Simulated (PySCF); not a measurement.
# Computed and reference excited states of 1,3-cyclopentadiene (`C1=CC=CC1`)

Published values to compare with (the computed states carry no symmetry labels, so the two lists aren't matched line by line):

```tsv
state	E (eV)	f	kind of transition	source
3B2(π→π*)	3.10		band maximum or as reported	[1]
3B2(π→π*)	3.25		vertical absorption	[2]
3B2(π→π*)	3.31		vertical absorption	[3]
3A1(π→π*)	5.09		vertical absorption	[2]
3A1(π→π*)	5.11		vertical absorption	[3]
1B2(π→π*)	5.26		band maximum or as reported	[1]
1B2(π→π*)	5.54		vertical absorption	[4]
1B2(π→π*)	5.54	0.084	vertical absorption	[3]
1A2(π→3s)	5.63		band maximum or as reported	[1]
1A2(π→3s)	5.68		band maximum or as reported	[1]
3A2(π→3s)	5.73		vertical absorption	[3]
1B2(π→π*)	5.73		vertical absorption	[2]
1A2(π→3s)	5.78		vertical absorption	[4]
1A2(π→3s)	5.78		vertical absorption	[3]
1B2(π→3p)	6.31		band maximum or as reported	[1]
1B1(π→3p)	6.35		band maximum or as reported	[1]
3B1(π→3p)	6.36		vertical absorption	[3]
1B1(π→3p)	6.41		vertical absorption	[4]
1B1(π→3p)	6.41	0.037	vertical absorption	[3]
1A2(π→3p)	6.45		vertical absorption	[4]
1A1(π→π*)	6.45		vertical absorption	[4]
1A2(π→3p)	6.46		vertical absorption	[3]
1B2(π→3p)	6.56		vertical absorption	[4]
1B2(π→3p)	6.56	0.046	vertical absorption	[3]
1A1(π→π*)	6.62		vertical absorption	[2]
1A1(π→π*)	8.69		vertical absorption	[2]
```

[1] measured, gas; Loos, Lipparini, Boggio-Pasqua, Scemama, Jacquemin (2019), arXiv:1912.04173, literature columns
[2] computed, CC3/TZVP, gas; arXiv:2401.06101 (2024), CC3 reference column of Thiel's set
[3] computed, theoretical best estimate (aug-cc-pVTZ, frozen core, CC3 geometry), gas; Veril, Scemama, Caffarel, Lipparini, Boggio-Pasqua, Jacquemin, Loos, WIREs Comput. Mol. Sci. 2021, 11, e1517 (QUESTDB)
[4] computed, theoretical best estimate (aug-cc-pVTZ), revised with CC4, gas; Loos, Lipparini, Matthews, Blondel, Jacquemin, revising reference values with EOM-CC4 (2022), arXiv:2204.11658

1,3-cyclopentadiene, C₅H₆.
SMILES: `C1=CCC=C1`

Level of theory: PySCF 2.14.0, density-fitted response routines, TDDFT PBE0/def2-SVPD, vertical, gas phase, core orbitals frozen in the response. Isolated species at its PBE0-D3(BJ)/def2-SVP geometry, gas phase.

Computed singlets: 5.13 eV (f 0.084); 6.27 eV (f 0.000); 6.69 eV (f 0.007); 6.98 eV (f 0.043); 6.98 eV (f 0.000); 7.61 eV (f 0.000); 7.66 eV (f 0.001); 7.78 eV (f 0.000); 7.89 eV (f 0.000); 7.94 eV (f 0.000). Computed triplets (Tamm–Dancoff): 3.04, 4.95, 6.19, 6.42 eV.

Question: How does the lowest computed singlet compare with the best estimate listed for the lowest singlet (vertical absorption)?

Answer: 5.13 eV against 5.54 eV for 1B2(π→π*) [4]: a difference of -0.41 eV. Geometry and basis of the two calculations needn't be the same.

Question: How does the lowest computed triplet compare with the best estimate listed for the lowest triplet (vertical absorption)?

Answer: 3.04 eV against 3.31 eV for 3B2(π→π*) [3]: a difference of -0.27 eV. Geometry and basis of the two calculations needn't be the same.

Note on [4]: revises the 2021 QUESTDB value.

A measured band maximum holds vibronic effects and, in solution, solvent shifts, so it needn't equal the vertical energy.

All these states lie below the vertical ionisation energy of 8.44 eV (ΔSCF).
